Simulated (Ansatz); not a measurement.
Runs of Ansatz 0.2.0 on SiC (Moissanite). It takes space group P6_3mc (No. 186, hexagonal). The conventional cell has a = 3.076 Å, b = 3.076 Å, c = 5.048 Å, α = 90.00°, β = 90.00°, γ = 120.00°. Si (site symmetry 3m) is surrounded by 4 C at 1.87 to 1.94 Å. C (site symmetry 3m) has 4 Si at 1.87 to 1.94 Å as nearest neighbours. 

```csv
task,level,potentials or basis,cell,k mesh,cutoff (eV),smearing,points for each segment of the path,mesh quality,gap on the mesh (eV),pressure (GPa),relaxed volume (Å³/atom)
relaxation of cell and atoms,SVWN5,Ansatz PAW,relaxed,10 × 10 × 5,420,fermi-dirac 0.05 eV,-,not flagged,2.29,0.0,10.14
band structure,RPBE,Ansatz PAW,as given,10 × 10 × 5,420,fermi-dirac 0.05 eV,14,not flagged,(c),7.0,-
relaxation of cell and atoms,BLYP,Ansatz PAW,relaxed,10 × 10 × 5,420,fermi-dirac 0.05 eV,-,not flagged,2.82,0.0,(b)
relaxation of cell and atoms,CAM-B3LYP,Ansatz PAW,relaxed,5 × 5 × 3,420,fermi-dirac 0.05 eV,-,coarse,6.98,0.0,(a)
phonons,r2SCAN,Ansatz PAW,as given,8 × 8 × 5,500,fixed,-,not flagged,2.95,-,-
```

Alike in all rows: no spin polarisation.

**Question.** Estimate the missing entries.

**Answer.** (a) 10.28; (b) 10.73; (c) 2.52.

Caveats: some runs use coarse meshes; the PAW data sets come from PBE, with cores solved anew for the run's functional, which leaves a small shift of forces and pressure; odd divisions of the mesh miss points on the zone boundary, where band edges often lie, so the gap on the mesh can be too wide (some runs); the plane-wave basis is chosen anew once the cell has moved, so the energies of steps on either side of that aren't comparable (some runs); the k mesh misses the band edges, so the gap on the mesh is wider than the one along the path (some runs).

Runs at the PBE level aren't shown here.
